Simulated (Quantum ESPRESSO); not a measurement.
**LiH: phonons at points of the zone under several settings**

```
CELL_PARAMETERS angstrom
0.00000 2.03675 2.03675
2.03675 0.00000 2.03675
2.03675 2.03675 0.00000
ATOMIC_POSITIONS crystal
Li 0.00000 0.00000 0.00000
H 0.50000 0.50000 0.50000
```

All runs used Quantum ESPRESSO 7.5; potentials GBRV 1.5 PBE; k mesh 6 × 6 × 6, shifted; relaxed cell; no spin polarisation; cutoff 612 eV; occupations smeared at first, fixed for the response.

```csv
level,point,frequencies (cm⁻¹)
PBE,"Γ (0.000, 0.000, 0.000)",?
PBE,"L (0.500, 0.500, 0.500)",273 273 521 771 771 1065
PBE,"K (0.375, 0.375, 0.750)",302 384 392 808 925 976
PBE,"W (0.500, 0.250, 0.750)",348 373 373 871 933 933
PBE,"X (0.500, 0.000, 0.500)",314 314 415 823 823 1032
```

Q: What stands in the row left open?

A: Frequencies 0 0 0 587 587 587 cm⁻¹.
